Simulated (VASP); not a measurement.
Write the native input for VASP 6.6.1 that does the following.

```
Task                   : relaxation of cell and atoms
Functional             : PBE
Potentials or basis    : VASP PAW PBE potentials, release 64 (Na_pv, I)
Cutoff                 : 600 eV
k mesh                 : 8 × 8 × 8
Occupations            : gaussian, width 0.03 eV
Spin                   : no spin polarisation
Further INCAR settings : ALGO = Normal; EDIFF = 1e-06; IBRION = 2; EDIFFG = -0.01; NSW = 90; ISIF = 3
```

The structure of NaI lies in POSCAR:

```
NaI
1.0
    0.0000000000      3.2364000000      3.2364000000
    3.2364000000      0.0000000000      3.2364000000
    3.2364000000      3.2364000000      0.0000000000
Na I
1 1
Direct
    0.0000000000      0.0000000000      0.0000000000
    0.5000000000      0.5000000000      0.5000000000
```

One way to write it, as run:

INCAR

```
SYSTEM = NaI
ALGO = Normal
EDIFF = 1E-6
EDIFFG = -0.01
ENCUT = 600
GGA = PE
IBRION = 2
ISIF = 3
ISMEAR = 0
LASPH = .TRUE.
LCHARG = .FALSE.
LREAL = .FALSE.
LWAVE = .FALSE.
NELM = 80
NSW = 90
PREC = Accurate
SIGMA = 0.03
```

KPOINTS

```
k-points
0
G
  8 8 8
  0 0 0
```

Potentials or basis: VASP PAW PBE potentials, release 64 (Na_pv, I).

Command:

```sh
$ cat potpaw_PBE.64/Na_pv/POTCAR potpaw_PBE.64/I/POTCAR > POTCAR
$ mpirun -np 1 vasp_std > vasp.out
```

Results of the run:

The relaxed volume is 34.79 Å³/atom. The relaxed cell is a = 4.617 Å, b = 4.617 Å, c = 4.617 Å, α = 60.00°, β = 60.00°, γ = 60.00°. The space group after relaxing (to 0.05 Å) is Fm-3m (No. 225), the energy gained by relaxing is 1.2 meV/atom and the ionic steps are 3. The pressure after relaxing is 0.0 GPa and the band gap on the k mesh is 3.57 eV, direct.

Caveat: spin-orbit coupling is left out, which moves the levels of the heavy elements.

Run time: 63 s on 1 thread of Intel(R) Xeon(R) Platinum 8259CL CPU @ 2.50GHz (Skylake/Cascade Lake), on a shared host, peak memory 0.25 GiB.
